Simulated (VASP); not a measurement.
KCl (Sylvite):

```
CELL_PARAMETERS angstrom
0.00000 3.14647 3.14647
3.14647 0.00000 3.14647
3.14647 3.14647 0.00000
ATOMIC_POSITIONS crystal
K 0.00000 0.00000 0.00000
Cl 0.50000 0.50000 0.50000
```

| Quantity | Value |
| --- | --- |
| Program | VASP 6.6.1 |
| Task | relaxation of cell and atoms |
| Functional | LDA |
| Potentials or basis | VASP PAW LDA potentials, release 64 (K_sv, Cl) |
| Cutoff | 600 eV |
| k mesh | 8 × 8 × 8 |
| Occupations | gaussian, width 0.03 eV |
| Spin | no spin polarisation |

At the start: pressure -1.9 GPa; volume 31.15 Å³/atom.

Problem. How do energy, volume and symmetry change on relaxing?

Solution. Over 4 steps the energy falls by 19.1 meV/atom and the volume is 28.19 Å³/atom (-9.5 %); space group Fm-3m (No. 225, to 0.05 Å).

Step by step:
```csv
step,energy change (eV),largest force (eV/Å),pressure (GPa),volume (Å³)
1,0.0000,0.0000,-1.89,62.30
2,-0.0297,0.0000,-0.99,59.05
3,-0.0383,0.0000,-0.07,56.57
4,-0.0383,0.0000,0.01,56.39
```

Final structure:
```
K Cl
1.0
     0.00000    3.04355    3.04355
     3.04355    0.00000    3.04355
     3.04355    3.04355    0.00000
K Cl
1 1
Direct
  0.00000 0.00000 0.00000
  0.50000 0.50000 0.50000
```
